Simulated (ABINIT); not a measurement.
Input of an ABINIT 10.8.3 (patched build) run:

File run.abi:

```
# Datasets: ground state, then fixed potential
ndtset 2

# Pseudopotentials
pp_dirpath "./"
pseudos "Si.GGA_PBE-JTH.xml, C.GGA_PBE-JTH.xml"

# Structure
acell 3.0756941497 3.0756941497 10.07064648 Angstrom
rprim
     1.0000000000     0.0000000000     0.0000000000
    -0.5000000000     0.8660254038     0.0000000000
     0.0000000000     0.0000000000     1.0000000000
ntypat 2
znucl 14 6
natom 8
typat 1 1 1 1 2 2 2 2
xred
     0.0000000000     0.0000000000     0.1878943800
     0.0000000000     0.0000000000     0.6878943800
     0.3333333333     0.6666666667     0.4378419800
     0.6666666667     0.3333333333     0.9378419800
     0.0000000000     0.0000000000     0.0004600500
     0.0000000000     0.0000000000     0.5004600500
     0.3333333333     0.6666666667     0.2498025900
     0.6666666667     0.3333333333     0.7498025900

# Plane-wave basis
ecut 544.227725 eV
pawecutdg 40.0

# Exchange and correlation
ixc 23

# Bands and occupations
occopt 3
tsmear 0.00183747

# SCF cycle
nstep 100

# Output
iomode 3
prtwf 0
prteig 0
prtebands 0
prtden1 1
prtvha1 1
prtvclmb1 1
prtpot1 1

# Dataset 1
kptopt1 1
ngkpt1 10 10 3
nshiftk1 1
shiftk1 0.0 0.0 0.0
nband1 21
tolvrs1 1.0e-9

# Dataset 2: bands along G-M-K-G-A-L-H-A
iscf2 -2
getden2 1
nband2 25
nbdbuf2 2
tolwfr2 1.0e-12
kptopt2 -7
ndivsm2 8
prteig2 1
kptbounds2
     0.0000000000     0.0000000000     0.0000000000
     0.5000000000     0.0000000000     0.0000000000
     0.3333333333     0.3333333333     0.0000000000
     0.0000000000     0.0000000000     0.0000000000
     0.0000000000     0.0000000000     0.5000000000
     0.5000000000     0.0000000000     0.5000000000
     0.3333333333     0.3333333333     0.5000000000
     0.0000000000     0.0000000000     0.5000000000
```

Potentials or basis: JTH PAW PBE v2.0.

Launch:

```bash
$ abinit run.abi > log 2>&1
```

Predict the band gap along the path.

2.15 eV, indirect (least direct gap 3.29 eV).

Estimate the band gap on the k mesh.

2.15 eV, indirect (least direct gap 3.29 eV).

Levels at the corners of the path, in eV from the valence-band top:
```csv
point,band 14,band 15,band 16,band 17,band 18,band 19
Γ,-0.05,0.00,0.00,5.05,5.61,6.22
M,-2.25,-1.60,-1.14,2.15,2.27,4.14
K,-2.91,-2.91,-1.70,3.90,3.90,5.14
Γ,-0.05,0.00,0.00,5.05,5.61,6.22
A,-0.21,-0.21,-0.21,5.25,5.25,6.68
L,-2.54,-1.58,-1.58,2.56,2.56,4.14
H,-2.79,-2.49,-2.49,3.15,3.15,6.65
A,-0.21,-0.21,-0.21,5.25,5.25,6.68
```
